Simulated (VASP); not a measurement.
# MgS (Immm) in VASP: further runs

Runs on MgS. Level: PBEsol. Tasks: single point.

All numbers are computed with VASP 6.6.1; they aren't measurements. Logs are shortened: lines on timing, memory, paths and dates and some standing lists are left out, and cuts for length are marked.

## (1) The undisturbed crystal

It takes space group Immm (No. 71, orthorhombic). The conventional cell has a = 3.591 Å, b = 3.682 Å, c = 5.202 Å, α = 90.00°, β = 90.00°, γ = 90.00°. Mg (site symmetry mmm) is surrounded by 6 S at 2.57 to 2.60 Å. Around S (site symmetry mmm) lie 6 Mg at 2.57 to 2.60 Å.

The cell is a database's computed one.

## (2) Single point, PBEsol (uniaxial strain along c, a, b and atoms relaxed: +4.0 %)

INCAR reads:

```
  ALGO = Fast
  EDIFF = 1E-6
  ENCUT = 520
  GGA = PS
  ISIF = 2
  ISMEAR = 0
  LASPH = T
  LCHARG = F
  LREAL = F
  LWAVE = F
  NBANDS = 16
  NELM = 100
  PREC = Accurate
  SIGMA = 0.02
```

KPOINTS reads:

```
k-points
0
Gamma
  6 6 6
```

POSCAR reads:

```
MgS
1.0
    2.5650638721      2.5650638721      0.0000000000
   -2.5650638721      2.5650638721      0.0000000000
    0.0000000000      0.0000000000      5.3892251049
Mg S
2 2
Direct
    0.0000000000      0.0000000000      0.0000000000
    0.5000000000      0.5000000000      0.5000000000
    0.5000000000      0.5000000000      0.0000000000
    0.0000000000      0.0000000000      0.5000000000
```

Potentials or basis: VASP PAW PBE potentials, release 64 (Mg, S).

On the command line:

```console
$ cat potpaw_PBE.64/Mg/POTCAR potpaw_PBE.64/S/POTCAR > POTCAR
$ mpirun -np 1 vasp_std > vasp.out
```

OUTCAR:

```text
EDIFF = 1E-6
   ENCUT = 520
   GGA = PS
   ISIF = 2
   ISMEAR = 0
   LASPH = T
   LREAL = F
   NELM = 100
   PREC = Accurate

 ion  position               nearest neighbor table
   1  0.000  0.000  0.000-   3 2.57   3 2.57   3 2.57   3 2.57   4 2.69   4 2.69
   2  0.500  0.500  0.500-   4 2.57   4 2.57   4 2.57   4 2.57   3 2.69   3 2.69
   3  0.500  0.500  0.000-   1 2.57   1 2.57   1 2.57   1 2.57   2 2.69   2 2.69
   4  0.000  0.000  0.500-   2 2.57   2 2.57   2 2.57   2 2.57   1 2.69   1 2.69

  LATTYP: Found a simple tetragonal cell.
 ALAT       =     3.6275481163
 C/A-ratio  =     1.4856384897

  Lattice vectors:

 A1 = (   2.5650638721,   2.5650638721,   0.0000000000)
 A2 = (  -2.5650638721,   2.5650638721,   0.0000000000)
 A3 = (   0.0000000000,   0.0000000000,   5.3892251049)

Analysis of symmetry for initial positions (statically):
=====================================================================
 Subroutine PRICEL returns following result:

  LATTYP: Found a body centered tetragonal cell.
 ALAT       =     3.6275481163
 C/A-ratio  =     1.4856384897

  Lattice vectors:

 A1 = (   2.5650638721,   0.0000000000,  -2.6946125525)
 A2 = (  -2.5650638721,   0.0000000000,  -2.6946125524)
 A3 = (   0.0000000000,   2.5650638721,   2.6946125524)

   2 primitive cells build up your supercell.

 Routine SETGRP: Setting up the symmetry group for a
 simple tetragonal supercell.

 Subroutine GETGRP returns: Found 16 space group operations
 (whereof 16 operations were pure point group operations)
 out of a pool of 16 trial point group operations.

The static configuration has the point symmetry D_4h.

Analysis of symmetry for dynamics (positions and initial velocities):
=====================================================================
 Subroutine PRICEL returns following result:

  LATTYP: Found a body centered tetragonal cell.
 ALAT       =     3.6275481163
 C/A-ratio  =     1.4856384897

  Lattice vectors:

 A1 = (   2.5650638721,   0.0000000000,  -2.6946125525)
 A2 = (  -2.5650638721,   0.0000000000,  -2.6946125524)
 A3 = (   0.0000000000,   2.5650638721,   2.6946125524)

   2 primitive cells build up your supercell.

 Routine SETGRP: Setting up the symmetry group for a
 simple tetragonal supercell.

 Subroutine GETGRP returns: Found 16 space group operations
[... 97 lines left out ...]
   ISPIN  =      1    spin polarized calculation?
   LNONCOLLINEAR =      F non collinear calculations
   LSORBIT =      F    spin-orbit coupling
   LASPH  =      T    aspherical Exc in radial PAW
   ENCUT  =  520.0 eV  38.22 Ry    6.18 a.u.   6.74  6.74 10.02*2*pi/ulx,y,z
   NELM   =    100;   NELMIN=  2; NELMDL= -5     # of ELM steps
   EDIFF  = 0.1E-05   stopping-criterion for ELM
   LREAL  =      F    real-space projection
[... 7 lines left out ...]
   TEBEG  =    0.0;   TEEND  =   0.0 temperature during run
   PSTRESS=    0.0 pullay stress
   NELECT =      16.0000    total number of electrons
   NUPDOWN=      -1.0000    fix difference up-down
   EMIN   =  10.00;   EMAX   =-10.00  energy-range for DOS
   EFERMI =   0.00;   METHOD = LEGACY
   ISMEAR =     0;   SIGMA  =   0.02  broadening in eV -4-tet -1-fermi 0-gaus
   EFERMI_NEDOS =   21; number of points for ismear=-14 and -15
   IALGO  =     68    algorithm
   IMIX   =      4    mixing-type and parameters
     AMIX     =   0.40;   BMIX     =  1.00
     AMIX_MAG =   1.60;   BMIX_MAG =  1.00
  volume/ion in A,a.u.               =      17.73       119.64
  Fermi-wavevector in a.u.,A,eV,Ry     =   0.996622  1.883343 13.514068  0.993256
  Thomas-Fermi vector in A             =   2.128723
   LORBIT       =      0    0 simple, 1 ext, 2 COOP (PROOUT), +10 PAW based schemes
   GGA     = PS    functional components
   LHFCALC =     F    Hartree Fock is set to
   AEXX    =    0.0000 exact exchange contribution
   IVDW    =     0    specifies the selected vdW correction
   LEPSILON=     F    determine dielectric tensor
   LRPA    =     F    only Hartree local field effects (RPA)
 non-spin polarized calculation
 RMM-DIIS sequential band-by-band and
 Gauss-broadening in eV      SIGMA  =   0.02
  energy-cutoff  :      520.00
  volume of cell :       70.92
 maximum number of plane-waves:      1932
 NGX is ok and might be reduce to    28
   NGX = 13   NGY = 13   NGZ = 21

 number of electron      16.0000000 magnetization

 Free energy of the ion-electron system (eV)
  ---------------------------------------------------
  ext. energy  EPLUGINS =         0.00000000
  ---------------------------------------------------
  free energy    TOTEN  =       -18.10614475 eV

  energy without entropy =      -18.10614475  energy(sigma->0) =      -18.10614475

 E-fermi :   3.8816     XC(G=0):  -9.8049

 val. band max:        3.7379685257   @ k =   0.0000   0.0000   0.0000
 cond. band min:       6.2367352465   @ k =   0.5000   0.5000   0.0000
 fundamental gap:      2.4987667208
 Fermi energy:         3.8815814694

 k-point     1 :       0.0000    0.0000    0.0000
  band No.  band energies     occupation
      1      -9.0348      2.00000
      2      -7.4838      2.00000
      3      -0.6430      2.00000
      4       2.0665      2.00000
      5       2.0665      2.00000
      6       3.5462      2.00000
[... 433 lines left out ...]
      3      -1.0769      2.00000
      4      -1.0769      2.00000
      5       2.5704      2.00000
      6       2.5704      2.00000
[... 8 lines left out ...]
     15      13.6042      0.00000
     16      13.6042      0.00000

 [... further k-points ...]

------------------------ aborting loop because EDIFF is reached ----------------------------------------

  FORCE on cell =-STRESS in cart. coord.  units (eV):
  Direction    XX          YY          ZZ          XY          YZ          ZX
  --------------------------------------------------------------------------------------
  -------------------------------------------------------------------------------------
  Total        0.0918149      0.0918149     -1.9724745      0.0000000     -0.0000000      0.0000000
  in kB        2.0742969      2.0742969    -44.5624749      0.0000000     -0.0000000      0.0000000
  external PRESSURE =     -13.4712937 kB  Pullay stress =       0.0000000 kB

 VOLUME and BASIS-vectors are now :
 -----------------------------------------------------------------------------
  energy-cutoff  :      520.00
  volume of cell :       70.92
      direct lattice vectors                 reciprocal lattice vectors
     2.565063872  2.565063872  0.000000000     0.194926920  0.194926920  0.000000000
    -2.565063872  2.565063872  0.000000000    -0.194926920  0.194926920  0.000000000
     0.000000000  0.000000000  5.389225105     0.000000000  0.000000000  0.185555433

 POSITION                                       TOTAL-FORCE (eV/Angst)
 -----------------------------------------------------------------------------------
      0.00000      0.00000      0.00000        -0.000000     -0.000000      0.000000
      0.00000      2.56506      2.69461        -0.000000      0.000000     -0.000000
      0.00000      2.56506      0.00000         0.000000      0.000000      0.000000
      0.00000      0.00000      2.69461        -0.000000     -0.000000      0.000000
 -----------------------------------------------------------------------------------
    total drift:                               -0.000000      0.000000     -0.000000

  FREE ENERGIE OF THE ION-ELECTRON SYSTEM (eV)
  ---------------------------------------------------
  free  energy   TOTEN  =       -18.1061447490 eV

  energy  without entropy=      -18.1061447490  energy(sigma->0) =      -18.10614475
```

OSZICAR:

```text
N       E                     dE             d eps       ncg     rms          rms(c)
DAV:   1     0.550723973567E+02    0.55072E+02   -0.63127E+03  1312   0.822E+02
DAV:   2    -0.144071663787E+02   -0.69480E+02   -0.63435E+02  1904   0.143E+02
DAV:   3    -0.188185058748E+02   -0.44113E+01   -0.43960E+01  1704   0.371E+01
DAV:   4    -0.188595741095E+02   -0.41068E-01   -0.41064E-01  1568   0.446E+00
DAV:   5    -0.188601920702E+02   -0.61796E-03   -0.61795E-03  1656   0.548E-01    0.579E+00
RMM:   6    -0.181919415345E+02    0.66825E+00   -0.84390E-01  1284   0.371E+00    0.437E+00
RMM:   7    -0.181133596701E+02    0.78582E-01   -0.43796E-01  1297   0.282E+00    0.255E+00
RMM:   8    -0.181092281971E+02    0.41315E-02   -0.51159E-02  1312   0.119E+00    0.720E-01
RMM:   9    -0.181060147486E+02    0.32134E-02   -0.88838E-03  1443   0.480E-01    0.138E-01
RMM:  10    -0.181063251860E+02   -0.31044E-03   -0.27769E-03  1465   0.278E-01    0.242E-01
RMM:  11    -0.181061474330E+02    0.17775E-03   -0.39816E-04  1457   0.120E-01    0.579E-02
RMM:  12    -0.181061453474E+02    0.20856E-05   -0.50114E-05  1582   0.502E-02    0.372E-02
RMM:  13    -0.181061447490E+02    0.59836E-06   -0.81806E-06  1538   0.200E-02
   1 F= -.18106145E+02 E0= -.18106145E+02  d E =-.211369E-26
```

Run time: 19 s. Hardware: 1 thread of AMD EPYC 9R45 (Zen 5), shared host; peak memory 0.16 GiB.

What came out:

```yaml
Free_energy: -18.1061 eV
Pressure: -1.3 GPa
Band_gap_on_the_k_mesh: 2.50 eV
```

Stress tensor (GPa, compression positive):
```
 0.21  0.00  0.00
 0.00  0.21  0.00
 0.00  0.00 -4.46
```

Caveat: the PAW data sets were made with another functional, which shifts forces and pressure a little.

## (3) Single point, PBEsol (uniaxial strain along c, a, b and atoms relaxed: -6.0 %)

INCAR reads:

```
ALGO = Normal
EDIFF = 1E-6
ENCUT = 520
GGA = PS
ISIF = 2
ISMEAR = 0
LASPH = True
LCHARG = False
LREAL = False
LWAVE = False
NBANDS = 16
NELM = 100
PREC = Accurate
SIGMA = 0.02
```

KPOINTS is that of step 2.

POSCAR reads:

```
MgS
1.0
    2.6296449452      2.6296449452      0.0000000000
   -2.6296449452      2.6296449452      0.0000000000
    0.0000000000      0.0000000000      4.8710303833
Mg S
2 2
Direct
    0.0000000000      0.0000000000      0.0000000000
    0.5000000000      0.5000000000      0.5000000000
    0.5000000000      0.5000000000      0.0000000000
    0.0000000000      0.0000000000      0.5000000000
```

Potentials or basis: VASP PAW PBE potentials, release 64 (Mg, S).

On the command line:

```console
$ cat potpaw_PBE.64/Mg/POTCAR potpaw_PBE.64/S/POTCAR > POTCAR
$ mpirun -np 1 vasp_std > vasp.out
```

Run time: 16 s. Hardware: 1 thread of AMD EPYC 9R45 (Zen 5), shared host; peak memory 0.16 GiB.

The run converged. Its results:

```
Free energy            : -18.0154 eV
Pressure               : 3.6 GPa
Band gap on the k mesh : 2.48 eV
```

Stress tensor (GPa, compression positive):
```
-0.19  0.00  0.00
 0.00 -0.19  0.00
 0.00  0.00 11.24
```

Levels at points of the mesh, in eV from the valence-band top:
| k point | band 4 | band 5 | band 6 | band 7 | band 8 | band 9 | band 10 | band 11 | band 12 | band 13 |
| --- | --- | --- | --- | --- | --- | --- | --- | --- | --- | --- |
| (0.00, 0.00, 0.00) | -2.17 | -2.17 | -0.37 | 0.00 | 0.00 | 2.48 | 3.80 | 3.83 | 7.48 | 7.48 |
| (0.50, 0.00, 0.00) | -3.73 | -2.72 | -2.72 | -0.96 | -0.96 | 5.27 | 5.27 | 7.80 | 7.80 | 7.87 |
| (0.50, 0.50, 0.00) | -4.66 | -2.12 | -2.12 | -1.46 | -1.46 | 2.88 | 2.88 | 4.12 | 4.12 | 11.91 |
| (0.00, 0.00, 0.50) | -2.96 | -1.28 | -1.28 | -1.28 | -1.28 | 5.20 | 5.20 | 5.27 | 5.27 | 8.71 |
| (0.50, 0.00, 0.50) | -5.26 | -0.89 | -0.89 | -0.68 | -0.68 | 4.27 | 4.27 | 6.35 | 6.35 | 7.36 |
| (0.50, 0.50, 0.50) | -3.49 | -3.49 | -3.49 | -2.99 | -2.99 | 5.74 | 5.74 | 8.19 | 8.19 | 8.19 |

Caveat: the PAW data sets were made with another functional, which shifts forces and pressure a little. A k mesh can miss the band edges.

## (4) Single point, PBEsol (uniaxial strain along c, a, b and atoms relaxed: -6.0 %)

INCAR reads:

```
SYSTEM = MgS
ALGO = Normal ; EDIFF = 1E-6
ENCUT = 520 ; GGA = PS
ISIF = 2 ; ISMEAR = 0
LASPH = .TRUE. ; LCHARG = .FALSE.
LREAL = .FALSE. ; LWAVE = .FALSE.
NBANDS = 16 ; NELM = 100
PREC = Accurate ; SIGMA = 0.02
```

KPOINTS reads:

```
k-points
0
G
  6 6 6
  0 0 0
```

Changes to POSCAR since step 3:

```diff
@@ -2,4 +2,4 @@
 1.0
-    2.6296449452      2.6296449452      0.0000000000
-   -2.6296449452      2.6296449452      0.0000000000
+    2.6298382123      2.6298382123      0.0000000000
+   -2.6298382123      2.6298382123      0.0000000000
     0.0000000000      0.0000000000      4.8710303833
```

On the command line:

```console
$ cat potpaw_PBE.64/Mg/POTCAR potpaw_PBE.64/S/POTCAR > POTCAR
$ mpirun -np 1 vasp_std > vasp.out
```

Run time: 16 s. Hardware: 1 thread of AMD EPYC 9R45 (Zen 5), shared host; peak memory 0.16 GiB.

It converged, with:

| Property | Result |
| --- | --- |
| Free energy | -18.0154 eV |
| Pressure | 3.6 GPa |
| Band gap on the k mesh | 2.48 eV |

Stress tensor (GPa, compression positive):
```
-0.20  0.00  0.00
 0.00 -0.20  0.00
 0.00  0.00 11.23
```

Levels at points of the mesh, in eV from the valence-band top:
```tsv
k point	band 4	band 5	band 6	band 7	band 8	band 9	band 10	band 11	band 12	band 13
(0.00, 0.00, 0.00)	-2.17	-2.17	-0.37	0.00	0.00	2.48	3.80	3.82	7.48	7.48
(0.50, 0.00, 0.00)	-3.73	-2.72	-2.72	-0.96	-0.96	5.27	5.27	7.80	7.80	7.87
(0.50, 0.50, 0.00)	-4.66	-2.12	-2.12	-1.46	-1.46	2.87	2.87	4.12	4.12	11.91
(0.00, 0.00, 0.50)	-2.96	-1.28	-1.28	-1.28	-1.28	5.20	5.20	5.27	5.27	8.71
(0.50, 0.00, 0.50)	-5.26	-0.89	-0.89	-0.68	-0.68	4.27	4.27	6.34	6.34	7.36
(0.50, 0.50, 0.50)	-3.49	-3.49	-3.49	-2.99	-2.99	5.74	5.74	8.19	8.19	8.19
```

Caveat: the PAW data sets were made with another functional, which shifts forces and pressure a little.

## (5) Single point, PBEsol (uniaxial strain along c, a, b and atoms relaxed: -4.0 %)

INCAR reads:

```
PREC = Accurate
ENCUT = 520
EDIFF = 1E-6
ISMEAR = 0
SIGMA = 0.02
LREAL = F
LASPH = T
NELM = 100
ALGO = Fast
ISIF = 2
LWAVE = F
LCHARG = F
GGA = PS
NBANDS = 16
```

KPOINTS reads:

```
Automatic mesh
0
Gamma
  6 6 6
```

POSCAR reads:

```
MgS
1.0
    2.6155335762      2.6155335762      0.0000000000
   -2.6155335762      2.6155335762      0.0000000000
    0.0000000000      0.0000000000      4.9746693276
Mg S
2 2
Direct
    0.0000000000      0.0000000000      0.0000000000
    0.5000000000      0.5000000000      0.5000000000
    0.5000000000      0.5000000000      0.0000000000
    0.0000000000      0.0000000000      0.5000000000
```

On the command line:

```console
$ cat potpaw_PBE.64/Mg/POTCAR potpaw_PBE.64/S/POTCAR > POTCAR
$ mpirun -np 1 vasp_std > vasp.out
```

Run time: 22 s. Hardware: 1 thread of AMD EPYC 9R45 (Zen 5), shared host; peak memory 0.16 GiB.

It converged, with:

```
Free energy            : -18.0951 eV
Pressure               : 2.1 GPa
Band gap on the k mesh : 2.55 eV
```

Stress tensor (GPa, compression positive):
```
-0.18  0.00  0.00
 0.00 -0.18  0.00
 0.00  0.00  6.59
```

Levels at points of the mesh, in eV from the valence-band top:
```csv
k point,band 4,band 5,band 6,band 7,band 8,band 9,band 10,band 11,band 12,band 13
"(0.00, 0.00, 0.00)",-2.02,-2.02,-0.24,0.00,0.00,2.55,3.79,3.94,7.60,7.60
"(0.50, 0.00, 0.00)",-3.75,-2.62,-2.62,-0.85,-0.85,5.37,5.37,7.74,7.74,7.88
"(0.50, 0.50, 0.00)",-4.54,-2.00,-2.00,-1.56,-1.56,2.81,2.81,4.14,4.14,11.95
"(0.00, 0.00, 0.50)",-2.84,-1.19,-1.19,-1.19,-1.19,5.12,5.12,5.33,5.33,8.52
"(0.50, 0.00, 0.50)",-5.16,-0.79,-0.79,-0.65,-0.65,4.34,4.34,6.52,6.52,7.14
"(0.50, 0.50, 0.50)",-3.44,-3.44,-3.44,-2.80,-2.80,5.58,5.58,8.08,8.08,8.08
```

Caveat: the PAW data sets were made with another functional, which shifts forces and pressure a little.

## (6) Single point, PBEsol (uniaxial strain along c, a, b and atoms relaxed: -4.0 %)

INCAR reads:

```
SYSTEM = MgS
PREC = Accurate ; ENCUT = 520
EDIFF = 1E-6 ; ISMEAR = 0
SIGMA = 0.02 ; LREAL = .FALSE.
LASPH = .TRUE. ; NELM = 100
ALGO = Normal ; ISIF = 2
LWAVE = .FALSE. ; LCHARG = .FALSE.
GGA = PS ; NBANDS = 16
```

KPOINTS reads:

```
regular mesh
0
G
  6 6 6
  0 0 0
```

Changes to POSCAR since step 5:

```diff
@@ -2,4 +2,4 @@
 1.0
-    2.6155335762      2.6155335762      0.0000000000
-   -2.6155335762      2.6155335762      0.0000000000
+    2.6168833442      2.6168833442      0.0000000000
+   -2.6168833442      2.6168833442      0.0000000000
     0.0000000000      0.0000000000      4.9746693276
```

Potentials or basis: VASP PAW PBE potentials, release 64 (Mg, S).

On the command line:

```console
$ cat potpaw_PBE.64/Mg/POTCAR potpaw_PBE.64/S/POTCAR > POTCAR
$ mpirun -np 1 vasp_std > vasp.out
```

Wall time 18 s (1 thread of AMD EPYC 9R45 (Zen 5), shared host); peak memory 0.17 GiB.

Results (log left out):

```
Free energy            : -18.0950 eV
Pressure               : 2.0 GPa
Band gap on the k mesh : 2.55 eV
```

Stress tensor (GPa, compression positive):
```
-0.28  0.00  0.00
 0.00 -0.28  0.00
 0.00  0.00  6.52
```

Levels at points of the mesh, in eV from the valence-band top:
```tsv
k point	band 4	band 5	band 6	band 7	band 8	band 9	band 10	band 11	band 12	band 13
(0.00, 0.00, 0.00)	-2.02	-2.02	-0.24	0.00	0.00	2.55	3.78	3.94	7.59	7.59
(0.50, 0.00, 0.00)	-3.75	-2.62	-2.62	-0.85	-0.85	5.37	5.37	7.73	7.73	7.88
(0.50, 0.50, 0.00)	-4.54	-2.00	-2.00	-1.56	-1.56	2.81	2.81	4.14	4.14	11.94
(0.00, 0.00, 0.50)	-2.84	-1.18	-1.18	-1.18	-1.18	5.12	5.12	5.33	5.33	8.52
(0.50, 0.00, 0.50)	-5.15	-0.79	-0.79	-0.65	-0.65	4.34	4.34	6.51	6.51	7.15
(0.50, 0.50, 0.50)	-3.43	-3.43	-3.43	-2.80	-2.80	5.57	5.57	8.08	8.08	8.08
```

Caveat: the PAW data sets were made with another functional, which shifts forces and pressure a little. A k mesh can miss the band edges.

## (7) The runs side by side

| cell | gap on the mesh (eV) | pressure (GPa) |
| --- | --- | --- |
| uniaxial strain along c, a, b and atoms relaxed: +4.0 % | 2.50 | -1.3 |
| uniaxial strain along c, a, b and atoms relaxed: -6.0 % | 2.48 | 3.6 |
| uniaxial strain along c, a, b and atoms relaxed: -4.0 % | 2.55 | 2.0 |

Alike in all rows: task single point; level PBEsol; potentials or basis VASP PAW PBE potentials, release 64 (Mg, S); no spin polarisation; k mesh 6 × 6 × 6; cutoff (eV) 520; smearing gaussian 0.02 eV.

Caveats: the PAW data sets were made with another functional, which shifts forces and pressure a little.

Absolute energies hang on the potentials; compare differences alone.
